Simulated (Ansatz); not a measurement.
Sb:

```
Sb
1.0
     0.00000   -2.37124   -2.37124
    -2.37124    0.00000   -2.37124
     2.37124    2.37124   -4.74249
Sb
2
Direct
  0.48982 0.45774 0.56015
  0.01018 0.04226 0.93985
```

The cell isn't the ideal one: all atoms moved at random, sigma 0.25 Å a component.

Base run:

* Program: Ansatz 0.2.0
* Functional: BLYP
* Potentials or basis: Ansatz PAW
* Cutoff: 420 eV (not typed: the program's choice for these potentials)
* k mesh: 9 × 9 × 5
* Occupations: fermi-dirac, width 0.05 eV
* Spin: no spin polarisation

Its results: band gap on the k mesh none (metal or under the smearing width); pressure 18.5 GPa; largest force 1.984 eV/Å.

**Question.** After a change of settings the same cell gave: band gap on the k mesh none (metal or under the smearing width); pressure 14.1 GPa; largest force 2.007 eV/Å. Which change was it?
A. functional from BLYP to r2SCAN; cutoff from 420 eV (not typed: the program's choice for these potentials) to 500 eV (not typed: the program's choice for these potentials)
B. functional from BLYP to revPBE
C. functional from BLYP to LDA
D. functional from BLYP to PBEsol

**Answer.** B.

Caveats: spin-orbit coupling is left out, which moves the levels of the heavy elements; the PAW data sets come from PBE, with cores solved anew for the run's functional, which leaves a small shift of forces and pressure; forces of over 1 eV/Å show positions far from the minimum, so gaps and moduli don't describe the material at rest.
